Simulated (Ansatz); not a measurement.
## A strain series on MgS (rocksalt): uniaxial along z, other directions held

MgS in the rocksalt structure, relaxed with r2SCAN in the plane-wave code Ansatz, then strained (uniaxial along z, other directions held; changes of length per length, axes as in the cell below) with the atoms relaxed again within the symmetry that is left. The symmetry is Fm-3m (No. 225, cubic); a = 5.203 Å in the conventional setting, 17.61 Å³ an atom. Mg is surrounded by 6 S at 2.60 Å; S is surrounded by 6 Mg at 2.60 Å. (Simulation; spin polarisation is off.)

```yaml
crystal:
  lattice:
    - [0.00000, 2.60152, 2.60152]
    - [2.60152, 0.00000, 2.60152]
    - [2.60152, 2.60152, 0.00000]
  atoms:
    - { symbol: Mg, position: [0.00000, 0.00000, 0.00000] }
    - { symbol: S, position: [0.50000, 0.50000, 0.50000] }
```

Gaps are the least over each mesh (PBE 8×8×8, r2SCAN 8×8×8, HSE06 6×6×6 when unstrained) and the special points, which keep their unstrained names; stress is the change from the unstrained cell, compression positive.

```
strain (%)  gap, PBE (eV)  gap, r2SCAN (eV)  gap, HSE06 (eV)  edges, HSE06  stress along the strain, r2SCAN (GPa)  energy rise, r2SCAN (meV/atom)
       0.0          2.790             3.463            3.804         Γ → X                                   0.00                             0.0
     +0.32          2.769             3.441            3.780         Γ → X                                  -0.47                             0.1
     +4.47          2.530             3.197            3.514         Γ → X                                  -5.18                            13.9
```

**Question.** Estimate the row for a strain of +4.12 %.

**Answer.**
```
strain (%)  gap, PBE (eV)  gap, r2SCAN (eV)  gap, HSE06 (eV)  edges, HSE06  stress along the strain, r2SCAN (GPa)  energy rise, r2SCAN (meV/atom)
     +4.12          2.547             3.215            3.533         Γ → X                                  -4.87                            12.0
```

The meshes of the hybrids are coarse, so their gaps aren't converged to the digits shown.
